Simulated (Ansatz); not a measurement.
**Trial inputs on H**

The reference input for Ansatz (plane-wave DFT with PAW):

```yaml
crystal:
  lattice:
    - [2.6496387389, 0.0, 0.0]
    - [0.0, 2.6496387389, 0.0]
    - [0.0, 0.0, 0.98049292]
  atoms:
    - { symbol: H, position: [0.0, 0.0, 0.5] }
basis:
  ecutwfc: 420
kpoints:
  mp_grid: { grid: [8, 8, 22] }
hamiltonian:
  xc: pbe
scf:
  occupations: { method: gaussian, width: 0.1 }
output:
  forces: true
  stress: true
  eigenvalues: true
```

Command:

```bash
ansatz run input.yaml --threads 1 --pin off --max-ram 1331MiB --backend cpu --events-out ev --progress --plain --runs-dir out
```

The run converges in 6 SCF iterations on 180 irreducible k-points: pressure 1.76 GPa, no gap.

The inputs are trials, many of them unsound on purpose. Their numbers show the effect of the settings and aren't properties of the material. Each trial's input is given as a difference from the reference's; energies are extrapolated to zero smearing where there is one, and pressure is positive in compression.

Trial 1:

```diff
 basis:
-  ecutwfc: 420
+  ecutwfc: 460
 kpoints:
-  mp_grid: { grid: [8, 8, 22] }
+  mp_grid: { grid: [6, 6, 16] }
 hamiltonian:
-  xc: pbe
+  xc: r2scan
```

The run converges in 6 SCF iterations on 90 irreducible k-points: pressure 0.34 GPa, no gap. It warns that the cutoff lies under the recommended one, 500 eV for these potentials.

Trial 2 (volume scaled):

```diff
 crystal:
   lattice:
-    - [2.6496387389, 0.0, 0.0]
-    - [0.0, 2.6496387389, 0.0]
-    - [0.0, 0.0, 0.98049292]
+    - [2.617453707, 0.0, 0.0]
+    - [0.0, 2.617453707, 0.0]
+    - [0.0, 0.0, 0.9685829205]
 basis:
+  xc_grid: 1
 kpoints:
-  mp_grid: { grid: [8, 8, 22] }
+  mp_grid: { grid: [4, 4, 8] }
+  band_path: { path: [VBM, CBM], npoints: 5 }
 scf:
-  occupations: { method: gaussian, width: 0.1 }
+  occupations: { method: methfessel_paxton, width: "0.01 Ry" }
+  mixing: { ndim: 2 }
+  max_iter: 80
+  convergence: { dr2_threshold: "1e-9 eV" }
+  self_checks: high
```

The run converges in 6 SCF iterations on 30 irreducible k-points: energy 308 meV per atom above the reference, pressure 6.37 GPa, no gap. It warns that the SCF threshold is loose for the stress.

Trial 3 (volume scaled):

```diff
 crystal:
   lattice:
-    - [2.6496387389, 0.0, 0.0]
-    - [0.0, 2.6496387389, 0.0]
-    - [0.0, 0.0, 0.98049292]
+    - [2.7679290169, 0.0, 0.0]
+    - [0.0, 2.7679290169, 0.0]
+    - [0.0, 0.0, 1.0242659742]
-basis:
-  ecutwfc: 420
+basis: {}
 kpoints:
-  mp_grid: { grid: [8, 8, 22] }
+  mp_grid: { grid: [2, 2, 6], shift: [0, 0, 0.5] }
 hamiltonian:
-  xc: pbe
+  xc: pw92
```

The run converges in 6 SCF iterations on 9 irreducible k-points: pressure 3.88 GPa, no gap.

Trial 4:

```diff
 basis:
+  precision: f64
 kpoints:
-  mp_grid: { grid: [8, 8, 22] }
+  mp_grid: { grid: [6, 6, 5] }
 scf:
+  eigensolver: { kind: davidson }
+  max_iter: 54
```

The run converges in 6 SCF iterations on 30 irreducible k-points: energy 351 meV per atom above the reference, pressure 5.10 GPa, no gap.

Trial 5:

```diff
 kpoints:
-  mp_grid: { grid: [8, 8, 22] }
+  mp_grid: { kspacing: 0.65 }
```

The run converges in 6 SCF iterations on 36 irreducible k-points: energy 101 meV per atom below the reference, pressure 0.18 GPa, no gap.

Trial 6:

```diff
 basis:
-  ecutwfc: 420
+  ecutwfc: "33 Ry"
```

The run converges in 6 SCF iterations on 180 irreducible k-points: energy 0.97 meV per atom below the reference, pressure 1.75 GPa, no gap.

Trial 7:

```diff
 basis:
-  ecutwfc: 420
+  ecutwfc: 400
 hamiltonian:
+  pseudopotentials: { kind: nc }
 scf:
+  max_iter: 80
+  convergence: { dr2_threshold: "1e-9 eV" }
```

The run converges in 6 SCF iterations on 180 irreducible k-points: pressure 2.55 GPa (unreliable at so low a cutoff), no gap. It warns that the cutoff lies under the recommended one, 980 eV for these potentials; that the SCF threshold is loose for the stress.